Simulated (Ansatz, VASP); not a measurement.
TePb in VASP and in Ansatz

```xyz
2
Lattice="4.0023 0.0300 0.0300 0.0300 4.0023 0.0300 0.0300 0.0300 4.0023" Properties=species:S:1:pos:R:3 pbc="T T T"
Te    2.0312    2.0312    2.0312
Pb    0.0000    0.0000    0.0000
```

Change from the starting cell: equal xy, yz and zx shear strains of +1.5 %.

Alike in both runs: task single point; functional PBE; k mesh 10 × 10 × 10; occupations fermi-dirac, width 0.08 eV; no spin polarisation.

```csv
,VASP,Ansatz
version,VASP 6.6.1,Ansatz 0.2.0
potentials or method,"VASP PAW PBE potentials, release 64 (Te, Pb_d), cutoff 520 eV","all-electron LAPW, scalar-relativistic"
```

VASP gave:

* pressure (GPa): -0.3
* largest component of the traceless stress (GPa): 0.13

Q: Estimate Ansatz's values.

A: Pressure (GPa): -0.2; largest component of the traceless stress (GPa): 0.13.

Ansatz ran all-electron here, so the differences hold the error of VASP's frozen core and of both bases.

The runs have no spin-orbit coupling, so splittings on Pb, Te are missing.
